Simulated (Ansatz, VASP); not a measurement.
**F in VASP and in Ansatz**

INCAR

```
SYSTEM = F
PREC = Accurate
ENCUT = 520
EDIFF = 1E-7
ISMEAR = -1
SIGMA = 0.1
LREAL = .FALSE.
LASPH = .TRUE.
NELM = 80
ALGO = Normal
ISIF = 2
LWAVE = .FALSE.
LCHARG = .TRUE.
GGA = PE
LELF = .TRUE.
LVHAR = .TRUE.
NBANDS = 10
```

KPOINTS

```
regular mesh
0
G
  17 17 17
  0 0 0
```

The input POSCAR:

```
F
1.0
    0.0000000000      1.3699641972      1.3699641972
    1.3699641972      0.0000000000      1.3699641972
    1.3699641972      1.3699641972      0.0000000000
F
1
Direct
    0.0000000000      0.0000000000      0.0000000000
```

Input for Ansatz:

```yaml
crystal:
  lattice:
    - [0.0, 1.3699641972, 1.3699641972]
    - [1.3699641972, 0.0, 1.3699641972]
    - [1.3699641972, 1.3699641972, 0.0]
  atoms:
    - { symbol: F, position: [0.0, 0.0, 0.0] }
kpoints:
  mp_grid: { grid: [17, 17, 17] }
scf:
  occupations: { method: fermi_dirac, width: 0.1 }
hamiltonian:
  xc: pbe
  pseudopotentials: { kind: all_electron, lapw: { basis_error: 0.001 } }
output:
  forces: true
  stress: true
  eigenvalues: true
  populations: true
```

Change from the starting cell: volume scaled by 0.5, LAPW.

Alike in both runs: task single point; functional PBE; k mesh 17 × 17 × 17; occupations fermi-dirac, width 0.1 eV; no spin polarisation.

```csv
,VASP,Ansatz
version,VASP 6.6.1,Ansatz 0.2.0
potentials or method,"VASP PAW PBE potentials, release 64 (F)","all-electron LAPW, scalar-relativistic"
plane-wave cutoff (eV),520,see its input
```

```csv
,VASP,Ansatz,Ansatz less VASP
pressure (GPa),203.8,204.2,+0.38
```

Ansatz ran all-electron here, so the differences hold the error of VASP's frozen core and of both bases.

Caveats: the cell as given lies far from equilibrium; so large a pressure means that the cell lies far from this level's equilibrium, or that cutoff or potentials fall short (VASP); an odd number of electrons without spin polarisation forces a metal; a magnetic or distorted state may lie lower.
